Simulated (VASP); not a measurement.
A run of VASP 6.6.1:

INCAR

```
PREC     = Accurate       # precision mode
ENCUT    = 520            # plane-wave cutoff, eV
EDIFF    = 1E-7           # SCF threshold, eV
ISMEAR   = 0              # smearing method
SIGMA    = 0.02           # smearing width, eV
LREAL    = Auto         
LASPH    = T              # aspherical terms in the spheres
NELM     = 100            # most SCF steps
ALGO     = Fast           # electronic algorithm
ISIF     = 2              # what is computed and relaxed
LWAVE    = F              # write WAVECAR
LCHARG   = F              # write CHGCAR
GGA      = PS             # functional
NBANDS   = 166            # bands
```

KPOINTS

```
Automatic mesh
0
Gamma
  3 3 3
```

Contents of POSCAR:

```
GaAs
1.0
   -5.6579528183      5.6579528183     -5.6579528183
    5.6579528183      5.6579528183      5.6579528183
    5.6579528183     -5.6579528183     -5.6579528183
Ga As
16 16
Direct
    0.2500000000      0.7500000000      0.0000000000
    0.0000000000      0.0000000000      0.0000000000
    0.5000000000      0.7500000000      0.7500000000
    0.7500000000      0.2500000000      0.0000000000
    0.2500000000      0.0000000000      0.7500000000
    0.5000000000      0.5000000000      0.0000000000
    0.0000000000      0.2500000000      0.7500000000
    0.7500000000      0.7500000000      0.5000000000
    0.5000000000      0.0000000000      0.5000000000
    0.7500000000      0.5000000000      0.7500000000
    0.0000000000      0.7500000000      0.2500000000
    0.2500000000      0.2500000000      0.5000000000
    0.0000000000      0.5000000000      0.5000000000
    0.7500000000      0.0000000000      0.2500000000
    0.5000000000      0.2500000000      0.2500000000
    0.2500000000      0.5000000000      0.2500000000
    0.2500000000      0.7500000000      0.7500000000
    0.0000000000      0.0000000000      0.7500000000
    0.5000000000      0.7500000000      0.5000000000
    0.7500000000      0.2500000000      0.7500000000
    0.2500000000      0.0000000000      0.5000000000
    0.5000000000      0.5000000000      0.7500000000
    0.0000000000      0.2500000000      0.5000000000
    0.7500000000      0.7500000000      0.2500000000
    0.5000000000      0.0000000000      0.2500000000
    0.7500000000      0.5000000000      0.5000000000
    0.0000000000      0.7500000000      0.0000000000
    0.2500000000      0.2500000000      0.2500000000
    0.0000000000      0.5000000000      0.2500000000
    0.7500000000      0.0000000000      0.0000000000
    0.5000000000      0.2500000000      0.0000000000
    0.2500000000      0.5000000000      0.0000000000
```

Potentials or basis: VASP PAW PBE potentials, release 64 (Ga_d, As).

Launch:

```console
$ cat potpaw_PBE.64/Ga_d/POTCAR potpaw_PBE.64/As/POTCAR > POTCAR
$ mpirun -np 1 vasp_std > vasp.out
```

Hardware: 1 thread of Intel(R) Xeon(R) Platinum 8488C (Sapphire Rapids) (shared host).

Estimate the wall time of this run.

It took 19 min on 1 thread of Intel(R) Xeon(R) Platinum 8488C (Sapphire Rapids), on a shared host, peak memory 1.1 GiB. Counts: scf iterations 24, k points 4.
